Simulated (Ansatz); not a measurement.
Rows from a G0W0 calculation on NaCl (Halite) (Ansatz 0.2.0; G0W0 on PBE, plane waves, PAW; PAW set soft_1; 6×6×6 mesh, 101 empty bands, screening to 100 eV, PAW set soft_1 files), in eV. Spin-orbit coupling is left out.

| row | k | band | start | Σx | Σc at the solution | Vxc |
| --- | --- | --- | --- | --- | --- | --- |
| A | Γ | c1 | 6.153 | -5.271 | -3.102 | -9.229 |
| B | Γ | c2 | 12.079 | -3.682 | -3.519 | -8.455 |
| C | Γ | v1 | 1.045 | -21.117 | 2.531 | -16.784 |

**Question.** Give the quasiparticle energies and the shift of each level.

The quasiparticle equation reads E = start + Σx + Σc(E) − Vxc.

| row | E (eV) | shift (eV) |
| --- | --- | --- |
| A | 7.009 | +0.856 |
| B | 13.332 | +1.254 |
| C | -0.756 | −1.802 |

Limits: not at the basis limit.

[Runs of the session that timed out or met a known fault of the program may be left out.]

[Cells called generated may have been cut or substituted from an entry of the Crystallography Open Database or the Materials Project.]

[Hosts, paths, dates, database ids (printed as entryN), source tags and the programs' standing remarks are cut or masked in the printed files.]
